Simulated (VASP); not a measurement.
Crystal: AlN.

```
Al N
1.0
     3.11300    0.00000    0.00000
    -1.55650    2.69594    0.00000
     0.00000    0.00000    4.98100
Al N
2 2
Direct
  0.33333 0.66667 0.00000
  0.66667 0.33333 0.50000
  0.33333 0.66667 0.38000
  0.66667 0.33333 0.88000
```

```yaml
Program: VASP 6.6.1
Task: relaxation of cell and atoms
Functional: LDA
Potentials_or_basis: VASP PAW LDA potentials, release 64 (Al, N)
Cutoff: 600 eV
k_mesh: 12 × 12 × 6
Occupations: gaussian, width 0.03 eV
Spin: no spin polarisation
```

At the start: pressure -4.2 GPa; volume 10.45 Å³/atom.

Q: Where does the relaxation end?

A: Over 6 steps the energy falls by 3.2 meV/atom and the volume is 10.23 Å³/atom (-2.1 %); space group P6_3mc (No. 186, to 0.05 Å).

The path:
```
step  energy change (eV)  largest force (eV/Å)  pressure (GPa)  volume (Å³)
   1              0.0000                0.1194           -4.21        41.80
   2             -0.0009                0.0854            4.30        40.16
   3             -0.0124                0.0200           -0.04        40.96
   4             -0.0124                0.0180            0.06        40.94
   5             -0.0126                0.0112            0.08        40.93
   6             -0.0126                0.0047            0.09        40.93
```

Final structure:
```
CELL_PARAMETERS angstrom
3.09088 0.00000 0.00000
-1.54544 2.67678 0.00000
0.00000 0.00000 4.94680
ATOMIC_POSITIONS crystal
Al 0.33333 0.66667 0.99905
Al 0.66667 0.33333 0.49905
N 0.33333 0.66667 0.38095
N 0.66667 0.33333 0.88095
```
